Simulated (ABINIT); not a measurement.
Runs of ABINIT 10.8.3 (patched build) on TiTe2. The structure is trigonal, space group P-3m1 (No. 164). Conventional cell: a = 3.777 Å, b = 3.777 Å, c = 6.498 Å, α = 90.00°, β = 90.00°, γ = 120.00°. Te (site symmetry 3m) has 3 Ti at 2.77 Å as nearest neighbours. Ti (site symmetry -3m) has 6 Te at 2.77 Å as nearest neighbours. 

| task | potentials or basis | spin | k mesh | cutoff (eV) | fine-grid cutoff | bands in the sums | broadening (eV) | scissor shift (eV) | tensor components | gap on the mesh (eV) | pressure (GPa) | largest force (eV/Å) |
| --- | --- | --- | --- | --- | --- | --- | --- | --- | --- | --- | --- | --- |
| single point | PseudoDojo NC SR PBE v0.4.1 standard | off | 6 × 6 × 3 | 952 | - | - | - | - | - | none | - | (b) |
| single point | JTH PAW PBE v2.0 | SOC, no magnetisation | 6 × 6 × 3 | 354 | 707.496 eV | - | - | - | - | none | 1.1 | 0.01 |
| optical spectrum | Ansatz NC PBE | off | 8 × 8 × 4, shifted | 1143 | - | 28 | 0.15 | 0 | [11, 33] | - | 1.0 | 0.03 |
| single point | Ansatz NC PBE | off | 6 × 6 × 3 | 1143 | - | - | - | - | - | none | 0.8 | (a) |

Alike in all rows: level PBE; cell as given; smearing fermi-dirac 0.05 eV.

Problem. Estimate the missing entries.

Solution. (a) 0.05; (b) 0.04.

Caveats: this functional lacks dispersion, which binds the layers, so the pressure and a relaxed spacing across them are unreliable; the intraband (Drude) term is left out (some runs); spectra need much finer meshes, so this one isn't converged (some runs); independent-particle spectra lack excitons (some runs).

A k mesh can miss the band edges, and rows without SOC leave out spin-orbit coupling on Te.

A gap of «none» marks a metal or a gap under the smearing width.

The runs don't all hold the same shells in valence.
